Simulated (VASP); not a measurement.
# AlN (F-43m) in VASP: further runs

One crystal, AlN, is run at these levels: PBEsol; tasks: relaxation of cell and atoms.

All numbers are computed with VASP 6.6.1; they aren't measurements. Logs are shortened: lines on timing, memory, paths and dates and some standing lists are left out, and cuts for length are marked.

### 1 The crystal as given

The structure is cubic, space group F-43m (No. 216). Conventional cell: a = 4.368 Å, b = 4.368 Å, c = 4.368 Å, α = 90.00°, β = 90.00°, γ = 90.00°. Around Al (site symmetry -43m) lie 4 N at 1.89 Å. N (site symmetry -43m) is surrounded by 4 Al at 1.89 Å.

Measurements of this composition are mostly on another form, of space group No. 186.

### 2 Relaxation of cell and atoms, PBEsol

Contents of INCAR:

```
SYSTEM = AlN
ALGO = Fast
EDIFF = 1E-7
EDIFFG = -0.002
ENCUT = 520
GGA = PS
IBRION = 2
ISIF = 3
ISMEAR = 0
LASPH = .True.
LCHARG = .False.
LREAL = .False.
LWAVE = .False.
NELM = 60
NSW = 80
PREC = Accurate
SIGMA = 0.02
```

Contents of KPOINTS:

```
k-points
0
Gamma
  12 12 12
  0 0 0
```

Contents of POSCAR:

```
AlN
1.0
    0.0000000000      2.1839935600      2.1839935600
    2.1839935600      0.0000000000      2.1839935600
    2.1839935600      2.1839935600      0.0000000000
Al N
1 1
Direct
    0.0000000000      0.0000000000      0.0000000000
    0.7500000000      0.7500000000      0.7500000000
```

Potentials or basis: VASP PAW PBE potentials, release 64 (Al, N).

Launch:

```bash
cat potpaw_PBE.64/Al/POTCAR potpaw_PBE.64/N/POTCAR > POTCAR
mpirun -np 1 vasp_std > vasp.out
```

OUTCAR:

```text
SYSTEM = AlN
   EDIFF = 1E-7
   EDIFFG = -0.002
   ENCUT = 520
   GGA = PS
   IBRION = 2
   ISIF = 3
   ISMEAR = 0
   LASPH = .True.
   LREAL = .False.
   NELM = 60
   NSW = 80
   PREC = Accurate

 ion  position               nearest neighbor table
   1  0.000  0.000  0.000-   2 1.89   2 1.89   2 1.89   2 1.89
   2  0.750  0.750  0.750-   1 1.89   1 1.89   1 1.89   1 1.89

  LATTYP: Found a face centered cubic cell.
 ALAT       =     4.3679871200

  Lattice vectors:

 A1 = (   0.0000000000,   2.1839935600,   2.1839935600)
 A2 = (   2.1839935600,   0.0000000000,   2.1839935600)
 A3 = (   2.1839935600,   2.1839935600,   0.0000000000)

Analysis of symmetry for initial positions (statically):
=====================================================================
 Subroutine PRICEL returns:
 Original cell was already a primitive cell.

 Routine SETGRP: Setting up the symmetry group for a
 face centered cubic supercell.

 Subroutine GETGRP returns: Found 24 space group operations
 (whereof 24 operations were pure point group operations)
 out of a pool of 48 trial point group operations.

The static configuration has the point symmetry T_d .

Analysis of symmetry for dynamics (positions and initial velocities):
=====================================================================
 Subroutine PRICEL returns:
 Original cell was already a primitive cell.

 Routine SETGRP: Setting up the symmetry group for a
 face centered cubic supercell.

 Subroutine GETGRP returns: Found 24 space group operations
 (whereof 24 operations were pure point group operations)
 out of a pool of 48 trial point group operations.

The dynamic configuration has the point symmetry T_d .

 Subroutine INISYM returns: Found 24 space group operations
 (whereof 24 operations are pure point group operations),
 and found     1 'primitive' translations

----------------------------------------------------------------------------------------

                                     Primitive cell

  volume of cell :      20.8345

  direct lattice vectors                    reciprocal lattice vectors
     0.000000000  2.183993560  2.183993560    -0.228938404  0.228938404  0.228938404
     2.183993560  0.000000000  2.183993560     0.228938404 -0.228938404  0.228938404
     2.183993560  2.183993560  0.000000000     0.228938404  0.228938404 -0.228938404

  length of vectors
     3.088633313  3.088633313  3.088633313     0.396532948  0.396532948  0.396532948

  position of ions in fractional coordinates (direct lattice)
     0.000000000  0.000000000  0.000000000
     0.750000000  0.750000000  0.750000000

  ion indices of the primitive-cell ions
   primitive index   ion index
                 1           1
                 2           2

----------------------------------------------------------------------------------------

 KPOINTS: k-points

Automatic generation of k-mesh.
 Grid dimensions read from file:
 generate k-points for:   12   12   12

 Generating k-lattice:

  Cartesian coordinates                     Fractional coordinates (reciprocal lattice)
    -0.019078200  0.019078200  0.019078200     0.083333333  0.000000000  0.000000000
     0.019078200 -0.019078200  0.019078200     0.000000000  0.083333333  0.000000000
     0.019078200  0.019078200 -0.019078200     0.000000000  0.000000000  0.083333333

  Length of vectors
     0.033044412  0.033044412  0.033044412

  Shift w.r.t. Gamma in fractional coordinates (k-lattice)
     0.000000000  0.000000000  0.000000000

 Subroutine IBZKPT returns following result:
 ===========================================

 Found     72 irreducible k-points:

 Following reciprocal coordinates:
            Coordinates               Weight
  0.000000  0.000000  0.000000      1.000000
  0.083333  0.000000  0.000000      8.000000
  0.166667  0.000000  0.000000      8.000000
  0.250000  0.000000  0.000000      8.000000
  0.333333  0.000000  0.000000      8.000000
  0.416667  0.000000  0.000000      8.000000
[... 16 lines left out ...]
  0.500000  0.166667  0.000000     24.000000
 -0.416667  0.166667  0.000000     24.000000
 [... further k-points ...]
   k-points           NKPTS =     72   k-points in BZ     NKDIM =     72   number of bands    NBANDS=      8
   number of dos      NEDOS =    301   number of ions     NIONS =      2
   total plane-waves  NPLWV =  13824
   dimension x,y,z NGX =    24 NGY =   24 NGZ =   24
   dimension x,y,z NGXF=    48 NGYF=   48 NGZF=   48
   ions per type =               1   1
   NGX,Y,Z   is equivalent  to a cutoff of  12.92, 12.92, 12.92 a.u.
   NGXF,Y,Z  is equivalent  to a cutoff of  25.84, 25.84, 25.84 a.u.
 SYSTEM =  AlN
   PREC   = accura    normal or accurate (medium, high low for compatibility)
   ISTART =      0    job   : 0-new  1-cont  2-samecut
   ICHARG =      2    charge: 1-file 2-atom 10-const
   ISPIN  =      1    spin polarized calculation?
   LNONCOLLINEAR =      F non collinear calculations
   LSORBIT =      F    spin-orbit coupling
   LASPH  =      T    aspherical Exc in radial PAW
   ENCUT  =  520.0 eV  38.22 Ry    6.18 a.u.   5.74  5.74  5.74*2*pi/ulx,y,z
   NELM   =     60;   NELMIN=  2; NELMDL= -5     # of ELM steps
   EDIFF  = 0.1E-06   stopping-criterion for ELM
   LREAL  =      F    real-space projection
   EDIFFG = -.2E-02   stopping-criterion for IOM
   NSW    =     80    number of steps for IOM
   IBRION =      2    ionic relax: 0-MD 1-quasi-New 2-CG
   NFREE  =      1    steps in history (QN), initial steepest desc. (CG)
   ISIF   =      3    stress and relaxation
   ISYM   =      2    0-nonsym 1-usesym 2-fastsym
   POTIM  = 0.5000    time-step for ionic-motion
   TEBEG  =    0.0;   TEEND  =   0.0 temperature during run
   PSTRESS=    0.0 pullay stress
   NELECT =       8.0000    total number of electrons
   NUPDOWN=      -1.0000    fix difference up-down
   EMIN   =  10.00;   EMAX   =-10.00  energy-range for DOS
   EFERMI =   0.00;   METHOD = LEGACY
   ISMEAR =     0;   SIGMA  =   0.02  broadening in eV -4-tet -1-fermi 0-gaus
   EFERMI_NEDOS =   21; number of points for ismear=-14 and -15
   IALGO  =     68    algorithm
   IMIX   =      4    mixing-type and parameters
     AMIX     =   0.40;   BMIX     =  1.00
     AMIX_MAG =   1.60;   BMIX_MAG =  1.00
  volume/ion in A,a.u.               =      10.42        70.30
  Fermi-wavevector in a.u.,A,eV,Ry     =   1.189899  2.248583 19.263943  1.415860
  Thomas-Fermi vector in A             =   2.325996
   LORBIT       =      0    0 simple, 1 ext, 2 COOP (PROOUT), +10 PAW based schemes
   GGA     = PS    functional components
   LHFCALC =     F    Hartree Fock is set to
   AEXX    =    0.0000 exact exchange contribution
   IVDW    =     0    specifies the selected vdW correction
   LEPSILON=     F    determine dielectric tensor
   LRPA    =     F    only Hartree local field effects (RPA)
 conjugate gradient relaxation of ions
 non-spin polarized calculation
 RMM-DIIS sequential band-by-band and
 Gauss-broadening in eV      SIGMA  =   0.02
  energy-cutoff  :      520.00
  volume of cell :       20.83
 maximum number of plane-waves:       569
   NGX = 11   NGY = 11   NGZ = 11

--------------------------------------- Ionic step        1  -------------------------------------------

 number of electron       8.0000000 magnetization

 Free energy of the ion-electron system (eV)
  ---------------------------------------------------
  ext. energy  EPLUGINS =         0.00000000
  ---------------------------------------------------
  free energy    TOTEN  =       -15.61073071 eV

  energy without entropy =      -15.61073071  energy(sigma->0) =      -15.61073071

------------------------ aborting loop because EDIFF is reached ----------------------------------------

  FORCE on cell =-STRESS in cart. coord.  units (eV):
  Direction    XX          YY          ZZ          XY          YZ          ZX
  --------------------------------------------------------------------------------------
  -------------------------------------------------------------------------------------
  Total        0.1742508      0.1742508      0.1742508      0.0000000      0.0000000      0.0000000
  in kB       13.3998901     13.3998901     13.3998901      0.0000000      0.0000000      0.0000000
  external PRESSURE =      13.3998901 kB  Pullay stress =       0.0000000 kB
[... 57 lines left out ...]
  energy  without entropy=      -15.6108115353  energy(sigma->0) =      -15.61081154

--------------------------------------- Ionic step        3  -------------------------------------------

 number of electron       8.0000000 magnetization

 Free energy of the ion-electron system (eV)
  ---------------------------------------------------
  ext. energy  EPLUGINS =         0.00000000
  ---------------------------------------------------
  free energy    TOTEN  =       -15.61129592 eV

  energy without entropy =      -15.61129592  energy(sigma->0) =      -15.61129592

 E-fermi :   5.9343     XC(G=0): -11.1007

 val. band max:        5.8167890202   @ k =   0.0000   0.0000   0.0000
 cond. band min:       9.0007053368   @ k =   0.5000   0.5000   0.0000
 fundamental gap:      3.1839163166
 Fermi energy:         5.9343169784

 k-point     1 :       0.0000    0.0000    0.0000
  band No.  band energies     occupation
      1      -9.1035      2.00000
      2       5.8168      2.00000
      3       5.8168      2.00000
      4       5.8168      2.00000
      5       9.8924      0.00000
      6      18.2219      0.00000
      7      18.2219      0.00000
      8      18.2219      0.00000
[... 243 lines left out ...]
 k-point    24 :      -0.4167    0.1667    0.0000
  band No.  band energies     occupation
      1      -6.8582      2.00000
      2       0.3996      2.00000
      3       4.0258      2.00000
      4       5.0990      2.00000
      5      13.3108      0.00000
      6      14.4799      0.00000
      7      17.6963      0.00000
      8      17.8579      0.00000

 [... further k-points ...]

------------------------ aborting loop because EDIFF is reached ----------------------------------------

  FORCE on cell =-STRESS in cart. coord.  units (eV):
  Direction    XX          YY          ZZ          XY          YZ          ZX
  --------------------------------------------------------------------------------------
  -------------------------------------------------------------------------------------
  Total        0.0004009      0.0004009      0.0004009      0.0000000      0.0000000      0.0000000
  in kB        0.0306323      0.0306323      0.0306323      0.0000000      0.0000000      0.0000000
  external PRESSURE =       0.0306323 kB  Pullay stress =       0.0000000 kB
[... 17 lines left out ...]
  FREE ENERGIE OF THE ION-ELECTRON SYSTEM (eV)
  ---------------------------------------------------
  free  energy   TOTEN  =       -15.6112959174 eV

  energy  without entropy=      -15.6112959174  energy(sigma->0) =      -15.61129592

 reached required accuracy - stopping structural energy minimisation
```

Run time: 14 s. Hardware: 1 thread of Intel Xeon 6975P-C (Granite Rapids), shared host; peak memory 0.14 GiB.

What came out:

| Item | Value |
| --- | --- |
| Free energy | -15.6113 eV |
| Relaxed volume | 10.49 Å³/atom |
| Relaxed cell | a = 3.095 Å, b = 3.095 Å, c = 3.095 Å, α = 60.00°, β = 60.00°, γ = 60.00° |
| Space group after relaxing (to 0.05 Å) | F-43m (No. 216) |
| Energy gained by relaxing | 0.3 meV/atom |
| Ionic steps | 3 |
| Pressure after relaxing | 0.0 GPa |
| Band gap on the k mesh | 3.18 eV, indirect (least direct gap 4.08 eV) |

The path:
```csv
step,energy change (eV),largest force (eV/Å),pressure (GPa),volume (Å³)
1,0.0000,0.0000,1.34,20.83
2,-0.0001,0.0000,-1.20,21.10
3,-0.0006,0.0000,0.00,20.97
```

Final structure:
```
Al N
1.0
     0.00000    2.18874    2.18874
     2.18874    0.00000    2.18874
     2.18874    2.18874    0.00000
Al N
1 1
Direct
  0.00000 0.00000 0.00000
  0.75000 0.75000 0.75000
```

Caveat: the PAW data sets were made with another functional, which shifts forces and pressure a little.

(Continued in part 2 of 2.)
